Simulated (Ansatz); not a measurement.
# CuO (P-6m2) in Ansatz: notebook

One crystal, CuO, is run at these levels: LDA+U, PBE, PBEsol; tasks: band structure, density of states, elastic constants.

Program: Ansatz 0.2.0. These are calculated values, not measurements. Logs are shortened: lines on timing, memory, paths and dates and some standing lists are left out, and cuts for length are marked.

### 1 The structure

The structure is hexagonal, space group P-6m2 (No. 187). The conventional cell has a = 2.836 Å, b = 2.836 Å, c = 2.768 Å, α = 90.00°, β = 90.00°, γ = 120.00°. Cu (site symmetry -6m2) has 6 O at 2.14 Å as nearest neighbours. Around O (site symmetry -6m2) lie 6 Cu at 2.14 Å.

Measurements of this composition are mostly on another form, of space group No. 15.

### 2 Band structure, LDA+U

File input.yaml:

```yaml
crystal:
  lattice:
    - [2.83632511, 0.0, 0.0]
    - [-1.41816255, 2.4563296, 0.0]
    - [0.0, 0.0, 2.76811278]
  atoms:
    - { symbol: Cu, position: [0.0, 0.0, 0.0] }
    - { symbol: O, position: [0.6666666667, 0.3333333333, 0.5] }
hamiltonian:
  xc: lda
  pseudopotentials: { kind: paw }
  hubbard: { sites: [{ species: Cu, l: d, u_eff: 4.5 }] }
kpoints:
  mp_grid: { grid: [11, 11, 10] }
  band_path:
    path:
      - [[0.0, 0.0, 0.0], [0.5, 0.0, 0.0], [0.3333333333, 0.3333333333, 0.0], [0.0, 0.0, 0.0], [0.0, 0.0, 0.5], [0.5, 0.0, 0.5], [0.3333333333, 0.3333333333, 0.5], [0.0, 0.0, 0.5]]
      - [[0.5, 0.0, 0.5], [0.5, 0.0, 0.0]]
      - [[0.3333333333, 0.3333333333, 0.0], [0.3333333333, 0.3333333333, 0.5]]
    npoints: 14
scf:
  occupations: { method: fermi_dirac, width: 0.05 }
  n_extra_bands: 6
output:
  forces: true
  stress: true
  eigenvalues: true
  fatbands: false
```

Potentials or basis: Ansatz PAW.

On the command line:

```bash
> ansatz run input.yaml --threads 2 --pin off --max-ram 5632MiB --backend cpu --events-out ev --progress --plain --runs-dir out
```

The program printed:

```text
Warning: RAYON_NUM_THREADS=2 ignored (pool sized by the plan → 2); use --threads N
Cu: projections on atomic orbitals take those of the free atom [Ne] 3s2 3p6 3d10 4s1, of charge +0.00 (hamiltonian.pseudopotentials.projection_atoms); the dataset's partial waves leave at most 2.0e-6 of an orbital's norm unspanned inside its sphere
O: projections on atomic orbitals take those of the free atom [He] 2s2 2p4, of charge +0.00 (hamiltonian.pseudopotentials.projection_atoms); the dataset's partial waves leave at most 1.9e-8 of an orbital's norm unspanned inside its sphere
scf.n_extra_bands = 6 over 13 filled bands (N_el = 25.0): the run solves 19 bands
Engine: ansatz 0.2.0, aarch64-unknown-linux-gnu
Pseudopotentials: kind: paw
Pseudopotential: Cu, paw, valence charge 19, recommended cutoff 420 eV (normal), Cu.paw.azcp
Pseudopotential: O, paw, valence charge 6, recommended cutoff 420 eV (normal), O.paw.azcp
Functional definition: SPW92
  exchange = slater_x
  correlation = pw_c
Crystal: 2 atoms, lattice volume = 19.285 Å³
Basis set: ecut = 420 eV, 405 PW (Γ)
Bands: 19, of which v1, the nominal top of the filled ones, is band 13 counted from 1 (12 counted from 0)
Symmetry: 12 space group operations
Space group: P-6m2 (ITA 187), of the structure as read, at distance tolerance 2.7e-5 Å
k-points: 96 of 1210 (time reversal used)
Non-local potential: Cu, projectors of the file, l = 0: 3, l = 1: 2, l = 2: 3, l = 3: 1
Non-local potential: O, projectors of the file, l = 0: 2, l = 1: 2, l = 2: 1
PAW form: soft (Blöchl's): semilocal exchange-correlation on the pseudo side does not see the compensation charge
PAW frozen core: Cu, regenerated for the run's functional, and the local potential with it (the file was generated under x = pbe(κ = 0.804, μ = 0.2195149727645171), c = pbe(β = 0.06672455060314922))
PAW frozen core: O, regenerated for the run's functional, and the local potential with it (the file was generated under x = pbe(κ = 0.804, μ = 0.2195149727645171), c = pbe(β = 0.06672455060314922))
PAW one-centre angular grid: Cu, 590 points (default); XC on 64 Gauss nodes
PAW one-centre angular grid: O, 110 points (default); XC on 64 Gauss nodes
Initial density: superposition of atomic densities (chi_scale 0.1, normalization cell, long waves kept (reshape's long-wave potential 0.00 eV rms))
Initial wavefunctions: pseudopotential atomic-orbital guess
Functional: x = slater, c = lda
SCF iter   1: F=—  HF=-7108.227839 eV  |F-HF|=—  |Δ(HF+E_count)|=         —  Δρ=1.22e-1  dr2=2.34e0  ethr=3.10e-3  ⟨swp⟩=5.4  Hψ=7629  notcnv=0  defer=37
preconditioner: auto → none  [metal: Δε(μ)=0.032 eV  Ē_g=19.207 eV  σ=0.050 eV  W_gap=0.15  n_scr=8 (ndim 8)  ℏωp=34.9 eV  f_vac=0.000  D(μ)=1.98/eV (n_scr^D=20)  sad-step TF]
SCF iter   2: F=—  HF=-7107.994527 eV  |F-HF|=—  |Δ(HF+E_count)|=   2.33e-1  Δρ=8.92e-2  dr2=7.67e-1  ethr=3.10e-3  ⟨swp⟩=2.3  Hψ=3912  notcnv=0  defer=110
SCF iter   3: F=—  HF=-7107.873314 eV  |F-HF|=—  |Δ(HF+E_count)|=   1.21e-1  Δρ=1.68e-2  dr2=1.20e-2  ethr=3.07e-3  ⟨swp⟩=2.0  Hψ=3579  notcnv=0  defer=110
SCF iter   4: F=—  HF=-7107.921003 eV  |F-HF|=—  |Δ(HF+E_count)|=   4.77e-2  Δρ=2.06e-2  dr2=3.91e-2  ethr=4.80e-5  ⟨swp⟩=2.1  Hψ=3249  notcnv=0  defer=110
SCF iter   5: F=—  HF=-7107.936961 eV  |F-HF|=—  |Δ(HF+E_count)|=   1.60e-2  Δρ=3.01e-3  dr2=6.37e-4  ethr=4.80e-5  ⟨swp⟩=2.0  Hψ=3914  notcnv=0  defer=110
SCF iter   6: F=—  HF=-7107.935948 eV  |F-HF|=—  |Δ(HF+E_count)|=   1.01e-3  Δρ=3.32e-4  dr2=9.54e-6  ethr=2.55e-6  ⟨swp⟩=2.0  Hψ=3448  notcnv=0  defer=110
SCF iter   7: F=—  HF=-7107.935947 eV  |F-HF|=—  |Δ(HF+E_count)|=   1.14e-6  Δρ=6.79e-5  dr2=6.22e-7  ethr=3.82e-8  ⟨swp⟩=2.0  Hψ=2927  notcnv=0  defer=110
SCF iter   8: F=-7107.935948 eV  HF=-7107.935948 eV  |F-HF|=1.95e-8  |Δ(HF+E_count)|=   4.72e-7  Δρ=1.43e-5  dr2=2.71e-8  ethr=4.00e-10  ⟨swp⟩=8.3  Hψ=7930  notcnv=0
SCF 1 converged in 8 iterations: F = -7107.935948 eV  dr2 = 2.71e-8
NSCF: frozen V_eff on 129 k-points
SCF converged after 8 iterations
Free energy (F): -7107.935948 eV
Harris-Foulkes:  -7107.935948 eV  (|F-HF|=1.95e-8)
Internal energy: -7107.915537 eV  (E = F + TS)
E sigma→0 (E₀):  -7107.925742 eV
Entropy (-TS):   -0.020411 eV (-10.205 meV/atom)
Fermi energy:    11.471759 eV
--- Per-component energies (eV) ---
  E_band       = -421.047824
  E_kinetic    = 469.848878
  E_local      = -4672.334928  (includes V_loc(G=0)·N_el)
  E_nonlocal   = 453.711037
  E_hartree    = 2026.413338
  E_xc         = -158.984512
  E_vxc        = -205.348366  (∫ρ·V_xc dr)
  E_hubbard    = 0.849823  (on-site DFT+U / exact-exchange correction)
  E_vhub       = -19.873562  (the Hubbard potential's part of the band-sum identity)
  E_paw        = -1746.129859  (= ΣΔE_a)
  E_vpaw       = -499.870372  (= ΣTr[D̂ρ^β])
  E_aug_tail   = 0.002351  (compensation charges beyond the density's cutoff)
  E_ewald      = -3481.838246
  E_core_change = 0.546582  (= ΣΔE_core)
  E_smearing   = -0.020411  (= −TS)
  E_closure    = -0.000000  (closes the sum)
  Σ components = -7107.935948   (vs F -7107.935948, Δ=0.00e0)
--- Forces (eV/Å), atoms counted from 1 ---
  atom   1  Cu    -0.00000000    -0.00000000     0.00000000
  atom   2  O      0.00000000     0.00000000    -0.00000000
  max |Σ_I F_I| component: 9.25e-18 eV/Å
--- Stress (GPa, compression-positive) ---
       -9.294007       0.000000      -0.000000
        0.000000      -9.294007       0.000000
       -0.000000       0.000000     -21.535777
  P = ⅓ Tr σ = -13.3746 GPa (-133.746 kbar)
--- Band table (eV; the first three rows and the last of 96) ---
  k-point 0: bands = ["-98.3851", "-56.3408", "-56.1526", "-56.1526", "-7.0703", "7.2515", "7.3204", "7.3204", "9.1533", "9.1533", "9.2607", "11.3148", "11.3148", "13.1763", "27.2499", "28.6297", "28.6297", "30.5035", "33.1903"]
  k-point 1: bands = ["-98.3849", "-56.3431", "-56.1524", "-56.1524", "-6.9866", "7.0283", "7.3692", "7.3692", "8.9599", "9.0585", "9.0585", "11.3464", "11.3464", "13.7597", "26.5213", "28.8544", "28.8544", "31.0575", "33.5157"]
  k-point 2: bands = ["-98.3848", "-56.3491", "-56.1519", "-56.1519", "-6.7571", "6.2113", "7.5029", "7.5029", "8.7807", "8.8309", "8.8309", "11.3992", "11.3992", "14.9662", "24.9120", "29.5186", "29.5186", "32.4039", "34.2558"]
  k-point 95: bands = ["-98.3813", "-56.3605", "-56.1706", "-56.1659", "-5.2903", "5.6038", "5.6282", "7.6520", "8.3601", "9.0731", "9.4416", "10.5000", "12.0118", "18.0976", "19.9085", "24.4639", "26.7285", "27.1190", "37.3017"]
Occupation matrices written to <dir>
```

bands.tsv:

```text
# k_distance	band_0	band_1	band_2	band_3	band_4	band_5	band_6	band_7	band_8	band_9	band_10	band_11	band_12	band_13	band_14	band_15	band_16	band_17	band_18
# fermi_ev = 11.471759
[... 146 lines left out ...]
10.231103	-109.853024	-67.831177	-67.640599	-67.640095	-16.776454	-5.870814	-5.756435	-3.949616	-3.123414	-2.347713	-2.087133	-0.852068	0.379293	7.012304	8.170534	13.207228	15.032345	15.783665	25.718144
10.312169	-109.852971	-67.831969	-67.640498	-67.640004	-16.757810	-5.896357	-5.813823	-3.824686	-3.120014	-2.390502	-2.082737	-0.885157	0.496366	6.879045	8.070508	13.095468	15.195385	15.700746	25.708978
10.393235	-109.852959	-67.832243	-67.640465	-67.639974	-16.751458	-5.904917	-5.833336	-3.779598	-3.118817	-2.407491	-2.081454	-0.896084	0.536881	6.832772	8.036048	13.058498	15.250836	15.673442	25.703358
```

occupation_matrices:

```text
# The occupation matrices of the corrected shells as a run of Ansatz 0.0.0 ended. An entry of
# hamiltonian.hubbard.sites starts from them by `starting_ns: <path of this file>`, where that key's refused
# combinations let it.
# Free energy -7107.935948 eV.
# projection_atom_Cu: [Ne] 3s2 3p6 3d10 4s1
# projection_atom_O: [He] 2s2 2p4
format: ansatz-occupation-matrices/1
state: converged
spin: unpolarized
projectors: all-electron-ortho-atomic
projection_frame: null
lattice: # Å
  - [2.836325110778446, -2.8867515474207866e-9, 0.0]
  - [-1.418162552889223, 2.456329600769222, 0.0]
  - [0.0, 0.0, 2.76811278]
atoms: # fractions of the lattice vectors
  - {symbol: Cu, position: [-3.700743415524894e-17, 0.0, 0.0]}
  - {symbol: O, position: [0.6666666666666666, 0.3333333333333333, 0.5]}
sites: # a site counts the atoms from 0
  - {site: 0, l: d, shell: 3, starting_ns: [{spin: up, occupation_matrix: site0_d}]} # 9.588 electrons, filled orbitals 5
occupation_matrices: # on the real harmonics m = 0, +1, -1, ... of the Cartesian axes; of spinors up first
  site0_d:
    matrix:
      - [0.9969243605262945, -2.0081457113504952e-17, 6.403569081242511e-19, -2.1019969619062717e-17, 5.465734202042549e-17]
      - [-2.008484524529397e-17, 0.9080468333461125, -3.903127820947816e-17, -3.447762908503904e-17, 1.5720931501039814e-18]
      - [6.301925127571995e-19, -2.5587171270657905e-17, 0.9080468333461125, 1.0570971181733668e-18, -3.550762114890027e-17]
      - [-2.110128478199913e-17, -3.458604930228759e-17, 1.0028870095490916e-18, 0.9905161777297979, -4.494018004952416e-17]
      - [5.46979996018937e-17, 1.734723475976807e-18, -3.5453411040275995e-17, -5.3044591288853304e-17, 0.9905161777297982]
```

It took 3.9 s on 2 threads of Arm Neoverse V2, shared host; peak memory 0.3 GiB.

What came out:

```
Free energy            : -7107.9359 eV
Pressure               : -13.4 GPa
Band gap on the k mesh : none (metal or under the smearing width)
```

Levels at the corners of the path, in eV from the Fermi level:
```tsv
point	band 9	band 10	band 11	band 12	band 13	band 14	band 15	band 16
Γ	-2.32	-2.32	-2.21	-0.16	-0.16	1.70	15.78	17.16
M	-2.88	-2.44	-1.90	-1.73	0.34	6.57	9.28	15.97
K	-2.70	-2.63	-2.54	-2.18	0.60	9.41	10.00	10.92
Γ	-2.32	-2.32	-2.21	-0.16	-0.16	1.70	15.78	17.16
A	-3.19	-3.19	-2.22	-0.08	-0.08	7.63	8.16	21.47
L	-2.50	-2.34	-2.13	-1.40	0.61	5.73	11.93	11.96
H	-3.12	-2.41	-2.08	-0.90	0.54	6.83	8.04	13.06
A	-3.19	-3.19	-2.22	-0.08	-0.08	7.63	8.16	21.47
L	-2.50	-2.34	-2.13	-1.40	0.61	5.73	11.93	11.96
M	-2.88	-2.44	-1.90	-1.73	0.34	6.57	9.28	15.97
K	-2.70	-2.63	-2.54	-2.18	0.60	9.41	10.00	10.92
H	-3.12	-2.41	-2.08	-0.90	0.54	6.83	8.04	13.06
```

Eigenvalues of the final occupation matrices:
```tsv
site	spin	trace	eigenvalues
site 1	1	4.79	0.91 0.91 0.99 0.99 1.00
```

Caveat: the pressure holds a Pulay correction of +1.0 GPa for the finite cutoff; an odd number of electrons without spin polarisation forces a metal; a magnetic or distorted state may lie lower; the run has no spin polarisation, though such a crystal can be magnetic; U without spin polarisation on a metal has little footing; the PAW data sets come from PBE, with cores solved anew for the run's functional, which leaves a small shift of forces and pressure.

### 3 Density of states, PBE

File input.yaml:

```yaml
crystal:
  lattice:
    - [2.83632511, 0.0, 0.0]
    - [-1.41816255, 2.4563296, 0.0]
    - [0.0, 0.0, 2.76811278]
  atoms:
    - { symbol: Cu, position: [0.0, 0.0, 0.0] }
    - { symbol: O, position: [0.6666666667, 0.3333333333, 0.5] }
hamiltonian:
  xc: pbe
  pseudopotentials: { kind: paw }
kpoints:
  mp_grid: { grid: [11, 11, 10] }
scf:
  occupations: { method: fermi_dirac, width: 0.05 }
  n_extra_bands: 6
output:
  forces: true
  stress: true
  eigenvalues: true
  dos: { projected: false, de: 0.05, nscf_kmesh: { grid: [17, 17, 15] } }
```

Potentials or basis: Ansatz PAW.

On the command line:

```bash
> ansatz run input.yaml --threads 2 --pin off --max-ram 5632MiB --backend cpu --events-out ev --progress --plain --runs-dir out
```

Wall time 3.8 s (2 threads of Arm Neoverse V2, shared host); peak memory 0.31 GiB.

It converged, with:

```
Free energy                          : -7190.5430 eV
Pressure                             : -0.5 GPa
Band gap on the k mesh               : none (metal or under the smearing width)
Density of states at the Fermi level : 2.48 states/eV per cell
```

Stress tensor (GPa, compression positive):
```
 2.93  0.00  0.00
 0.00  2.93  0.00
 0.00  0.00 -7.35
```

Levels at points of the mesh, in eV from the Fermi level:
```csv
k point,band 11,band 12,band 13,band 14,band 15,band 16
"(0.00, 0.00, 0.00)",-1.72,-0.14,-0.14,1.05,15.17,16.62
"(0.00, 0.00, -0.50)",-1.50,-0.18,-0.18,7.12,7.60,20.89
```

States per cell in windows of 1 eV (zero at the Fermi level; states under -8 eV left out):
```tsv
from (eV)	total
-8.0	0.06
-7.0	0.77
-6.0	1.53
-5.0	1.71
-4.0	1.93
-3.0	2.06
-2.0	4.44
-1.0	2.40
0.0	1.10
1.0	0.01
2.0	0.05
3.0	0.10
4.0	0.18
5.0	0.53
6.0	0.93
7.0	0.18
```

Caveat: the pressure holds a Pulay correction of +0.7 GPa for the finite cutoff; an odd number of electrons without spin polarisation forces a metal; a magnetic or distorted state may lie lower; the run has no spin polarisation, though such a crystal can be magnetic; semilocal functionals often make such compounds metallic where correlation or magnetic order opens a gap, which also shifts bond lengths. With open d or f shells a metallic result of PBE can be an artefact of self-interaction; +U or a hybrid may open a gap.

(Continued in part 2 of 2.)
